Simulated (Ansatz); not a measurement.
Runs of Ansatz 0.2.0 on GaN. Symmetry: F-43m, No. 216, cubic system. The conventional cell has a = 4.507 Å, b = 4.507 Å, c = 4.507 Å, α = 90.00°, β = 90.00°, γ = 90.00°. Ga (site symmetry -43m) is surrounded by 4 N at 1.95 Å. Around N (site symmetry -43m) lie 4 Ga at 1.95 Å. The cell is a database's computed one.

```csv
task,level,potentials or basis,spin,cell,k mesh,cutoff (eV),smearing,points for each segment of the path,atoms under strain,mesh quality,gap on the mesh (eV),pressure (GPa),V0 of scaled cells (Å³/atom),relaxed volume (Å³/atom),B0 (GPa)
equation of state,LDA,PseudoDojo LDA,off,as given,10 × 10 × 10,1143,fermi-dirac 0.05 eV,-,-,not flagged,-,-,11.04,-,203
relaxation of cell and atoms,BLYP+D4,Ansatz PAW,off,relaxed,10 × 10 × 10,420,fermi-dirac 0.05 eV,-,-,not flagged,1.86,0.0,-,11.39,-
band structure,B3LYP5,Ansatz PAW,off,as given,6 × 6 × 6,420,fermi-dirac 0.05 eV,4,-,not flagged,3.38,4.2,-,-,-
band structure,PBE,Ansatz PAW,"SOC, no magnetisation",as given,10 × 10 × 10,420,fermi-dirac 0.05 eV,14,-,not flagged,(b),5.0,-,-,-
equation of state,m-r2SCAN,Ansatz PAW,off,as given,10 × 10 × 10,500,fermi-dirac 0.05 eV,-,-,not flagged,-,-,11.37,-,(c)
band structure,SVWN5,Ansatz PAW,off,as given,10 × 10 × 10,420,fermi-dirac 0.05 eV,14,-,not flagged,1.73,-6.6,-,-,-
elastic constants,LDA,Ansatz PAW,off,as given,9 × 9 × 9,420,fixed,-,relaxed,not flagged,1.73,-6.5,-,-,-
equation of state,B3LYP5,Ansatz PAW,off,as given,5 × 5 × 5,420,fermi-dirac 0.05 eV,-,-,coarse,-,-,(a),-,184
relaxation of cell and atoms,r2SCAN+rVV10,Ansatz PAW,off,relaxed,10 × 10 × 10,500,fermi-dirac 0.05 eV,-,-,not flagged,2.17,0.0,-,11.30,-
equation of state,PBE,Ansatz PAW small core,off,as given,10 × 10 × 10,420,fermi-dirac 0.05 eV,-,-,not flagged,-,-,11.76,-,172
band structure,PBE,Ansatz NC,off,as given,10 × 10 × 10,1240,fermi-dirac 0.05 eV,14,-,not flagged,1.74,5.3,-,-,-
relaxation of cell and atoms,revPBE+D3(BJ),Ansatz PAW,off,relaxed,10 × 10 × 10,420,fermi-dirac 0.05 eV,-,-,not flagged,1.72,0.0,-,11.48,-
```

Problem. Fill in the values left out.

Solution. (a) 11.69; (b) 1.71; (c) 196.

Caveats: some runs use coarse meshes; the PAW data sets come from PBE, with cores solved anew for the run's functional, which leaves a small shift of forces and pressure (some runs); the plane-wave basis is chosen anew once the cell has moved, so the energies of steps on either side of that aren't comparable (some runs); the thresholds are loose for stress (some runs); the PAW data sets were made with another functional, which shifts forces and pressure a little (some runs); the cell is more than 3 GPa from zero pressure, which shifts response properties (some runs); odd divisions of the mesh miss points on the zone boundary, where band edges often lie, so the gap on the mesh can be too wide (some runs); the potentials were made for another functional, which shifts forces and pressure (some runs).

A k mesh can miss the band edges, and rows without SOC leave out spin-orbit coupling on Ga.
